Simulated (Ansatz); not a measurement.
## NbP: equation of state with PBE

Crystal: NbP.

```
CELL_PARAMETERS angstrom
-1.67492 1.67492 5.74011
1.67492 -1.67492 5.74011
1.67492 1.67492 -5.74011
ATOMIC_POSITIONS crystal
Nb 0.24988 0.74988 0.50000
Nb 0.49988 0.49988 0.00000
P 0.83275 0.33275 0.50000
P 0.08275 0.08275 0.00000
```

The cell is a database's computed one.

```json
{"Program": "Ansatz 0.2.0", "Task": "equation of state", "Functional": "PBE", "Potentials or basis": "all-electron LAPW, scalar-relativistic", "Basis error allowed": "0.001 eV/atom", "k mesh": "11 × 11 × 11", "Occupations": "fermi-dirac, width 0.05 eV", "Spin": "no spin polarisation"}
```

```json
{"Equilibrium volume": "16.01 Å³/atom", "Bulk modulus at fixed shape and positions": "190 GPa", "Pressure derivative of the bulk modulus": "4.3"}
```

Energy against volume, from the lowest point:
| volume (Å³/atom) | energy (meV/atom) |
| --- | --- |
| 15.137 | 30.84 |
| 15.459 | 11.66 |
| 15.781 | 1.69 |
| 16.103 | 0.00 |
| 16.425 | 5.76 |
| 16.747 | 18.21 |
| 17.069 | 36.67 |

All runs of the series together: 16 min on 2 threads of Intel(R) Xeon(R) Processor @ 2.50GHz (Skylake/Cascade Lake), with other jobs on the host.

Caveat: the cell was scaled at fixed shape and fractional positions, which overstates the stiffness of a crystal with free parameters, most of all of layers and chains.
